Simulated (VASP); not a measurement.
C, 8 atoms in the cell. It takes space group P6_3/mmc (No. 194, hexagonal). Conventional cell: a = 2.522 Å, b = 2.522 Å, c = 8.237 Å, α = 90.00°, β = 90.00°, γ = 120.00°. Around C (site symmetry 3m) lie 4 C at 1.54 Å. Around C (site symmetry 3m) lie 4 C at 1.54 Å. This is a hexagonal form of diamond, not graphite.

| Item | Value |
| --- | --- |
| Program | VASP 6.6.1 |
| Task | relaxation of cell and atoms |
| Functional | PBE |
| Dispersion | D3(BJ) |
| Potentials or basis | VASP PAW PBE potentials, release 64 (C) |
| Cutoff | 600 eV |
| k mesh | 12 × 12 × 4 |
| Occupations | fermi-dirac, width 0.05 eV |
| Spin | no spin polarisation |
| Further INCAR settings | ALGO = Normal; EDIFF = 1e-07; IBRION = 2; EDIFFG = -0.01; NSW = 60; ISIF = 3 |

Potentials or basis: VASP PAW PBE potentials, release 64 (C).

Command:

```sh
$ cat potpaw_PBE.64/C/POTCAR > POTCAR
$ mpirun -np 1 vasp_std > vasp.out
```

Hardware: 1 thread of Intel(R) Xeon(R) Platinum 8375C CPU @ 2.90GHz (Ice Lake), on a shared host.

**Question.** How long does it take, and how much memory?

**Answer.** Run time: 2.5 min on 1 thread of Intel(R) Xeon(R) Platinum 8375C CPU @ 2.90GHz (Ice Lake), with other jobs on the host, peak memory 0.22 GiB. Counts: scf iterations 45, k points 57, ion steps 6.
